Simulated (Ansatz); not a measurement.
**ZnTe: carrier doping**

The reference is ZnTe in the zinc blende structure (space group F-43m, No. 216; a = 6.066 Å).

Carriers are added at fixed cell with a uniform background; the Fermi–Dirac width is that of 300 K.

Method: Kohn–Sham DFT with the PBEsol functional, run in Ansatz (an electronic-structure program) with PAW and 420 eV plane waves, spin-orbit coupling left out.

Notes on the quantities. Fermi level from band edge: Fermi level relative to the doped band's edge (positive inside the band; to 0.05 eV).

| variant | gap between the host's bands | Fermi level from band edge |
|---|---|---|
| undoped | 1.24 eV | – |
| electrons 7.0×10^20 cm⁻³ | 1.23 eV | +0.75 eV |
| electrons 2.0×10^21 cm⁻³ | 1.23 eV | +0.95 eV |
| electrons 7.0×10^21 cm⁻³ | 1.20 eV | +1.25 eV |
| holes 7.0×10^20 cm⁻³ | 1.25 eV | +0.20 eV |
| holes 2.0×10^21 cm⁻³ | 1.27 eV | +0.35 eV |
| holes 7.0×10^21 cm⁻³ | 1.36 eV | +0.70 eV |

Carriers are added with a uniform compensating background; total energy and stress of such cells depend on the potential's zero and are not compared; many-body gap narrowing is missing at this level. With Te present, leaving out spin-orbit coupling can change the band edges. Stability against distortions was not tested.
